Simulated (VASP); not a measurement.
Here is a VASP 6.6.1 calculation.

Contents of POSCAR:

```
BN
1.0
    2.4982400000      0.0000000000      0.0000000000
   -1.2491200000      2.1635393048      0.0000000000
    0.0000000000      0.0000000000      6.6357000000
N B
2 2
Direct
    0.6666666667      0.3333333333      0.2500000000
    0.3333333333      0.6666666667      0.7500000000
    0.6666666667      0.3333333333      0.7500000000
    0.3333333333      0.6666666667      0.2500000000
```

The input INCAR.step1:

```
SYSTEM = BN
ALGO = Fast ; EDIFF = 1E-6
ENCUT = 450 ; GGA = PE
ISIF = 2 ; ISMEAR = 0
LASPH = .True. ; LCHARG = .True.
LREAL = .False. ; LWAVE = .False.
NBANDS = 16 ; NELM = 60
PREC = Accurate ; SIGMA = 0.02
```

File KPOINTS.step1:

```
k-points
0
Gamma
  12 12 4
  0 0 0
```

The input INCAR.step2:

```
SYSTEM = BN
ALGO = Fast ; EDIFF = 1E-6
ENCUT = 450 ; GGA = PE
ICHARG = 11 ; ISIF = 2
ISMEAR = 0 ; LASPH = .True.
LCHARG = .False. ; LREAL = .False.
LWAVE = .False. ; NBANDS = 16
NELM = 60 ; PREC = Accurate
SIGMA = 0.05
```

The input KPOINTS.step2:

```
path GMKGALHA,LM,KH
15
line-mode
reciprocal
 0.0000000000  0.0000000000  0.0000000000  G
 0.5000000000  0.0000000000  0.0000000000  M

 0.5000000000  0.0000000000  0.0000000000  M
 0.3333333333  0.3333333333  0.0000000000  K

 0.3333333333  0.3333333333  0.0000000000  K
 0.0000000000  0.0000000000  0.0000000000  G

 0.0000000000  0.0000000000  0.0000000000  G
 0.0000000000  0.0000000000  0.5000000000  A

 0.0000000000  0.0000000000  0.5000000000  A
 0.5000000000  0.0000000000  0.5000000000  L

 0.5000000000  0.0000000000  0.5000000000  L
 0.3333333333  0.3333333333  0.5000000000  H

 0.3333333333  0.3333333333  0.5000000000  H
 0.0000000000  0.0000000000  0.5000000000  A

 0.5000000000  0.0000000000  0.5000000000  L
 0.5000000000  0.0000000000  0.0000000000  M

 0.3333333333  0.3333333333  0.0000000000  K
 0.3333333333  0.3333333333  0.5000000000  H
```

Potentials or basis: VASP PAW PBE potentials, release 64 (N_GW, B_GW).

Run with:

```sh
$ cat potpaw_PBE.64/N_GW/POTCAR potpaw_PBE.64/B_GW/POTCAR > POTCAR
$ cp INCAR.step1 INCAR
$ cp KPOINTS.step1 KPOINTS
$ mpirun -np 1 vasp_std > vasp.out
$ cp INCAR.step2 INCAR
$ cp KPOINTS.step2 KPOINTS
$ mpirun -np 1 vasp_std > vasp.out
```

**Question.** Predict the band gap along the path.

**Answer.** 4.25 eV, indirect (least direct gap 4.67 eV).

**Question.** Predict the band gap on the k mesh.

**Answer.** 4.30 eV, indirect (least direct gap 4.67 eV).

Levels at the corners of the path, in eV from the valence-band top:
| point | band 4 | band 5 | band 6 | band 7 | band 8 | band 9 | band 10 | band 11 | band 12 | band 13 |
| --- | --- | --- | --- | --- | --- | --- | --- | --- | --- | --- |
| Γ | -4.17 | -1.37 | -1.37 | -1.33 | -1.33 | 5.22 | 10.31 | 11.57 | 11.57 | 11.70 |
| M | -8.91 | -4.20 | -4.13 | -1.49 | -0.48 | 4.25 | 5.63 | 9.56 | 9.99 | 12.71 |
| M | -8.91 | -4.20 | -4.13 | -1.49 | -0.48 | 4.25 | 5.63 | 9.56 | 9.99 | 12.71 |
| K | -7.89 | -7.20 | -7.20 | -0.12 | -0.12 | 4.85 | 4.85 | 10.76 | 13.24 | 13.24 |
| K | -7.89 | -7.20 | -7.20 | -0.12 | -0.12 | 4.85 | 4.85 | 10.76 | 13.24 | 13.24 |
| Γ | -4.17 | -1.37 | -1.37 | -1.33 | -1.33 | 5.22 | 10.31 | 11.57 | 11.57 | 11.70 |
| Γ | -4.17 | -1.37 | -1.37 | -1.33 | -1.33 | 5.22 | 10.31 | 11.57 | 11.57 | 11.70 |
| A | -5.35 | -1.35 | -1.35 | -1.35 | -1.35 | 7.60 | 7.60 | 11.63 | 11.63 | 11.63 |
| A | -5.35 | -1.35 | -1.35 | -1.35 | -1.35 | 7.60 | 7.60 | 11.63 | 11.63 | 11.63 |
| L | -8.95 | -4.17 | -4.17 | -0.96 | -0.96 | 4.72 | 4.72 | 9.95 | 9.95 | 13.60 |
| L | -8.95 | -4.17 | -4.17 | -0.96 | -0.96 | 4.72 | 4.72 | 9.95 | 9.95 | 13.60 |
| H | -7.98 | -7.21 | -7.21 | -0.04 | -0.04 | 4.63 | 4.63 | 12.00 | 12.00 | 13.92 |
| H | -7.98 | -7.21 | -7.21 | -0.04 | -0.04 | 4.63 | 4.63 | 12.00 | 12.00 | 13.92 |
| A | -5.35 | -1.35 | -1.35 | -1.35 | -1.35 | 7.60 | 7.60 | 11.63 | 11.63 | 11.63 |
| L | -8.95 | -4.17 | -4.17 | -0.96 | -0.96 | 4.72 | 4.72 | 9.95 | 9.95 | 13.60 |
| M | -8.91 | -4.20 | -4.13 | -1.49 | -0.48 | 4.25 | 5.63 | 9.56 | 9.99 | 12.71 |
| K | -7.89 | -7.20 | -7.20 | -0.12 | -0.12 | 4.85 | 4.85 | 10.76 | 13.24 | 13.24 |
| H | -7.98 | -7.21 | -7.21 | -0.04 | -0.04 | 4.63 | 4.63 | 12.00 | 12.00 | 13.92 |

Caveat: the log is that of the step along the path at fixed density, whose energy, stress, charges and moments have no meaning. A hybrid or GW would open this gap; PBE tends to underestimate it.
